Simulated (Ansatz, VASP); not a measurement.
CaH4 in VASP and in Ansatz

INCAR

```
PREC = Accurate ; ENCUT = 520
EDIFF = 1E-6 ; ISMEAR = -1
SIGMA = 0.05 ; LREAL = False
LASPH = True ; NELM = 60
ALGO = Normal ; ISIF = 2
LWAVE = False ; LCHARG = False
GGA = PE ; NBANDS = 15
```

The input KPOINTS:

```
Automatic mesh
0
Gamma
  5 5 5
```

The input POSCAR:

```
CaH4
1.0
    4.1679800000      0.0000000000      0.0000000000
    0.0000000000      4.1679800000      0.0000000000
    0.0000000000      0.0000000000      4.1679800000
Ca H
1 4
Direct
    0.0000000000      0.0000000000      0.0000000000
    0.5000000000      0.0000000000      0.0000000000
    0.0000000000      0.5000000000      0.0000000000
    0.0000000000      0.0000000000      0.5000000000
    0.5000000000      0.5000000000      0.5000000000
```

input.yaml

```yaml
crystal:
  lattice:
    - [4.16798, 0.0, 0.0]
    - [0.0, 4.16798, 0.0]
    - [0.0, 0.0, 4.16798]
  atoms:
    - { symbol: Ca, position: [0.0, 0.0, 0.0] }
    - { symbol: H, position: [0.5, 0.0, 0.0] }
    - { symbol: H, position: [0.0, 0.5, 0.0] }
    - { symbol: H, position: [0.0, 0.0, 0.5] }
    - { symbol: H, position: [0.5, 0.5, 0.5] }
hamiltonian:
  xc: pbe
  pseudopotentials: { kind: paw }
kpoints:
  mp_grid: { grid: [5, 5, 5] }
scf:
  occupations: { method: fermi_dirac, width: 0.05 }
output:
  forces: true
  stress: true
  eigenvalues: true
  write_density: true
  write_potential: true
  elf: true
  volumetric_format: npy
```

Change from the starting cell: strain = 0.0.

Alike in both runs: task single point; functional PBE; k mesh 5 × 5 × 5; occupations fermi-dirac, width 0.05 eV; no spin polarisation.

|  | VASP | Ansatz |
| --- | --- | --- |
| version | VASP 6.6.1 | Ansatz 0.2.0 |
| potentials or method | VASP PAW PBE potentials, release 64 (Ca_sv, H) | Ansatz PAW |
| plane-wave cutoff (eV) | 520 | 420 |
| valence electrons in the cell | 14 | 14 |

|  | VASP | Ansatz | Ansatz less VASP |
| --- | --- | --- | --- |
| gap on the k mesh at the Fermi level (eV) | none | none | - |
| pressure (GPa) | 0.1 | 0.1 | +0.01 |

A gap of «none» marks a metal or a gap that the smearing closes.
